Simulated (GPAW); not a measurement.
Runs of GPAW 26.7.0 on Sb. The cell holds a slab with vacuum, 7 atoms: a = 3.369 Å, b = 3.369 Å, c = 30.990 Å, α = 90.00°, β = 90.00°, γ = 120.00°. The slab is cut from a database's or a generator's crystal, which needn't be the stable form of the element.

```tsv
task	level	potentials or basis	cell	series job	gap on the mesh (eV)	largest force (eV/Å)	work function (eV)
single point	PBE	GPAW PAW data sets (gpaw-data 1.2.1), pw	the (0 0 1) slab of Sb, cut from the database cell, not relaxed	-	none	0.36	4.14
single point	LDA	the program's PAW data sets (release 1.2.1) made for this functional, pw	the (0 0 1) slab of Sb, cut from the database cell, not relaxed	-	none	(c)	4.41
single point	vdW-DF-cx	GPAW PAW data sets (gpaw-data 1.2.1), pw	the (0 0 1) slab of Sb, cut from the database cell, not relaxed	-	none	0.34	4.29
single point	PBEsol	PAW data sets generated in the run's folder for this functional, pw	the (0 0 1) slab of Sb, cut from the database cell, not relaxed	-	none	(b)	(a)
single point	RPBE	the program's PAW data sets (release 1.2.1) made for this functional, pw	the (0 0 1) slab of Sb, cut from the database cell, not relaxed	-	none	0.37	4.03
single point	revPBE	the program's PAW data sets (release 1.2.1) made for this functional, pw	the (0 0 1) slab of Sb, cut from the database cell, not relaxed	-	none	0.37	4.04
single point	WC	PAW data sets generated in the run's folder for this functional, pw	the (0 0 1) slab of Sb, cut from the database cell, not relaxed	-	none	0.36	4.22
single point	BEEF-vdW	GPAW PAW data sets (gpaw-data 1.2.1), pw	the (0 0 1) slab of Sb, cut from the database cell, not relaxed	-	none	0.35	4.35
single point	r2SCAN	GPAW PAW data sets (gpaw-data 1.2.1), pw	the (0 0 1) slab of Sb, cut from the database cell, not relaxed	-	none	0.41	4.25
```

Alike in all rows: no spin polarisation; k mesh 9 × 9 × 1; cutoff (eV) 450; smearing fermi-dirac 0.05 eV.

Q: Fill in the values left out.

A: (a) 4.23; (b) 0.38; (c) 0.46.

Caveats: the PAW data sets were made with another functional, which shifts forces and pressure a little (some runs).

A k mesh can miss the band edges, and the runs leave out spin-orbit coupling on Sb.

A gap of «none» marks a metal or a gap under the smearing width.
